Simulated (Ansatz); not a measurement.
LiCl (I-42m) at 2 levels of theory

One geometry, relaxed with PBE; plane waves with PAW potentials in Ansatz, scalar-relativistic. No spin polarisation. Gaps are the least over mesh and band path; pressure is positive in compression.

```cif
data_structure
_symmetry_space_group_name_H-M 'P 1'
_symmetry_Int_Tables_number 1
_cell_length_a 7.2237
_cell_length_b 7.2237
_cell_length_c 7.2237
_cell_angle_alpha 117.473
_cell_angle_beta 117.473
_cell_angle_gamma 94.435
_cell_volume 275.83
loop_
_atom_site_label
_atom_site_type_symbol
_atom_site_fract_x
_atom_site_fract_y
_atom_site_fract_z
_atom_site_occupancy
Li1 Li 0.17424 0.43183 0.00000 1
Li2 Li 0.56817 0.56817 0.74241 1
Li3 Li 0.00000 0.00000 0.00000 1
Li4 Li 0.82576 0.82576 0.25759 1
Li5 Li 0.43183 0.17424 0.00000 1
Cl1 Cl 0.33189 0.33189 0.31058 1
Cl2 Cl 0.97869 0.66811 0.00000 1
Cl3 Cl 0.66811 0.97869 0.00000 1
Cl4 Cl 0.02131 0.02131 0.68942 1
Cl5 Cl 0.50000 0.50000 0.00000 1
```

```csv
level,cutoff (eV),k mesh,gap (eV),pressure (GPa)
PBE,420,4×4×4,5.60,0.0
```

**Question.** What comes out on the same cell with LDA?

**Answer.**
```
level  cutoff (eV)  k mesh  gap (eV)  pressure (GPa)
  LDA          420   4×4×4      5.28            -1.6
```

Another cell of LiCl relaxed alike, in Fm-3m, lies 49 meV/atom lower, so this cell isn't the stable form at this level.

The structure comes from a generated guess; another structure or a mixture of phases may lie lower.
